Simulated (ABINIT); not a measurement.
# FeO (Wuestite): band structure with revPBE

Crystal: FeO (Wuestite).

```
CELL_PARAMETERS angstrom
0.00000 2.15540 2.15540
2.15540 0.00000 2.15540
2.15540 2.15540 0.00000
ATOMIC_POSITIONS crystal
Fe 0.00000 0.00000 0.00000
O 0.50000 0.50000 0.50000
```

| Quantity | Value |
| --- | --- |
| Program | ABINIT 10.8.3 (patched build) |
| Task | band structure |
| Functional | revPBE |
| Potentials or basis | JTH PAW PBE v2.0 |
| Cutoff | 844 eV |
| k mesh | 11 × 11 × 11 |
| Occupations | fermi-dirac, width 0.05 eV |
| Spin | collinear spin, ferromagnetic start |
| Starting moments | [3.0, 0.0] μB |
| Fine-grid cutoff | 1442.2 eV |

```
Pressure                                              : 2.8 GPa
Band gap on the k mesh                                : none (metal or under the smearing width)
Net moment                                            : 4.00 μB per cell
Site moments                                          : Fe +3.60; O +0.28 μB
Valence electrons inside the program's atomic spheres : Fe 14.13; O 4.50
```

Levels at the corners of the path, in eV from the Fermi level:
Spin up:
| point | band 9 | band 10 | band 11 | band 12 | band 13 | band 14 | band 15 | band 16 | band 17 | band 18 |
| --- | --- | --- | --- | --- | --- | --- | --- | --- | --- | --- |
| Γ | -3.92 | -3.92 | -3.92 | -3.74 | -3.74 | -0.01 | 15.29 | 16.92 | 16.92 | 16.92 |
| X | -4.84 | -3.35 | -2.87 | -2.85 | -2.85 | 5.20 | 8.64 | 10.70 | 14.59 | 14.59 |
| W | -3.09 | -3.09 | -2.99 | -2.85 | -1.79 | 7.37 | 8.90 | 8.90 | 11.63 | 19.75 |
| K | -3.72 | -2.99 | -2.71 | -2.54 | -1.78 | 6.69 | 8.65 | 8.66 | 13.98 | 16.46 |
| Γ | -3.92 | -3.92 | -3.92 | -3.74 | -3.74 | -0.01 | 15.29 | 16.92 | 16.92 | 16.92 |
| L | -3.12 | -3.12 | -2.56 | -0.41 | -0.41 | 3.95 | 8.40 | 12.39 | 12.39 | 19.34 |
| U | -3.72 | -2.99 | -2.71 | -2.54 | -1.78 | 6.69 | 8.65 | 8.66 | 13.98 | 16.46 |
| W | -3.09 | -3.09 | -2.99 | -2.85 | -1.79 | 7.37 | 8.90 | 8.90 | 11.63 | 19.75 |
| L | -3.12 | -3.12 | -2.56 | -0.41 | -0.41 | 3.95 | 8.40 | 12.39 | 12.39 | 19.34 |
| K | -3.72 | -2.99 | -2.71 | -2.54 | -1.78 | 6.69 | 8.65 | 8.66 | 13.98 | 16.46 |
Spin down:
| point | band 7 | band 8 | band 9 | band 10 | band 11 | band 12 |
| --- | --- | --- | --- | --- | --- | --- |
| Γ | -3.37 | -3.37 | -0.73 | -0.73 | -0.73 | 0.24 |
| X | -4.55 | -4.55 | -2.13 | 0.76 | 0.76 | 0.80 |
| W | -6.21 | -5.61 | -0.05 | -0.05 | 0.76 | 1.11 |
| K | -6.21 | -4.94 | -0.81 | 0.57 | 0.67 | 1.35 |
| Γ | -3.37 | -3.37 | -0.73 | -0.73 | -0.73 | 0.24 |
| L | -5.22 | -5.22 | 0.41 | 0.41 | 0.60 | 2.82 |
| U | -6.21 | -4.94 | -0.81 | 0.57 | 0.67 | 1.35 |
| W | -6.21 | -5.61 | -0.05 | -0.05 | 0.76 | 1.11 |
| L | -5.22 | -5.22 | 0.41 | 0.41 | 0.60 | 2.82 |
| K | -6.21 | -4.94 | -0.81 | 0.57 | 0.67 | 1.35 |

Run time: 2.7 min on 1 thread of Arm Neoverse V2, with other jobs on the host, peak memory 0.2 GiB.

The gap isn't set beside the measured one, since this odd mesh misses points on the zone boundary.

Caveat: the PAW data sets were made with another functional, which shifts forces and pressure a little; a cell with one magnetic atom can't hold antiferromagnetic order, which such compounds often take; semilocal functionals often make such compounds metallic where correlation or magnetic order opens a gap, which also shifts bond lengths.
